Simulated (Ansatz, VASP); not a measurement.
**Gd in VASP and in Ansatz**

```
Gd
1.0
     0.00000    2.53303    2.53303
     2.53303    0.00000    2.53303
     2.53303    2.53303    0.00000
Gd
1
Direct
  0.00000 0.00000 0.00000
```

Change from the starting cell: volume scaled by 0.94.

Alike in both runs: task single point; functional PBE; k mesh 9 × 9 × 9; occupations fermi-dirac, width 0.05 eV; collinear spin.

|  | VASP | Ansatz |
| --- | --- | --- |
| version | VASP 6.6.1 | Ansatz 0.2.0 |
| potentials or method | VASP PAW PBE potentials, release 64 (Gd), cutoff 520 eV | all-electron LAPW, scalar-relativistic |

Ansatz gave:

| Property | Result |
| --- | --- |
| gap on the k mesh at the Fermi level (eV) | none |
| pressure (GPa) | 0.5 |
| net moment per atom (μB) | 7.53 |
| size of the moment on the site where the two differ most (μB) | 7.39 |

Q: What did VASP give for the same quantities?

A: gap on the k mesh at the Fermi level (eV): none; pressure (GPa): 0.5; net moment per atom (μB): 7.53; size of the moment on the site where the two differ most (μB): 6.96.

Site moments also hang on the region over which each program counts them. A gap of «none» marks a metal or a gap that the smearing closes. Ansatz ran all-electron here, so the differences hold the error of VASP's frozen core and of both bases.

Caveats: spin-orbit coupling is left out, which moves the levels of the heavy elements; an open f shell can end in a state above the lowest (Ansatz). The state reached can hang on the start; a lower one may exist.
